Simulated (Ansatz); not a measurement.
A run of Ansatz 0.2.0 is set up as follows.

Contents of input.yaml:

```yaml
crystal:
  lattice:
    - [-1.641, 1.641, 1.641]
    - [1.641, -1.641, 1.641]
    - [1.641, 1.641, -1.641]
  atoms:
    - { symbol: Ti, position: [0.0, 0.0, 0.0] }
hamiltonian:
  xc: pbesol
  pseudopotentials: { kind: paw }
kpoints:
  mp_grid: { grid: [10, 10, 10] }
scf:
  occupations: { method: fermi_dirac, width: 0.05 }
output:
  forces: true
  stress: true
elastic:
  mode: relaxed_ion
  stencil: two_point
```

Potentials or basis: Ansatz PAW.

The run is started by

```sh
$ ansatz run input.yaml --threads 2 --pin off --max-ram 5632MiB --backend cpu --events-out ev --progress --plain --runs-dir out
```

(1) Estimate the elastic constants C11, C12, C44.

(2) What does it give for the Voigt bulk modulus?

(3) Predict the band gap on the k mesh.

(4) What does it give for the pressure?

Answers

(1) 66, 100, 36 GPa.

(2) 89 GPa.

(3) none (metal or under the smearing width).

(4) -6.7 GPa.

Caveat: the cell is more than 3 GPa from zero pressure, which shifts response properties; the elastic tensor has a negative eigenvalue, so either the cell is unstable as it stands or the mesh is too thin; the PAW data sets come from PBE, with cores solved anew for the run's functional, which leaves a small shift of forces and pressure.
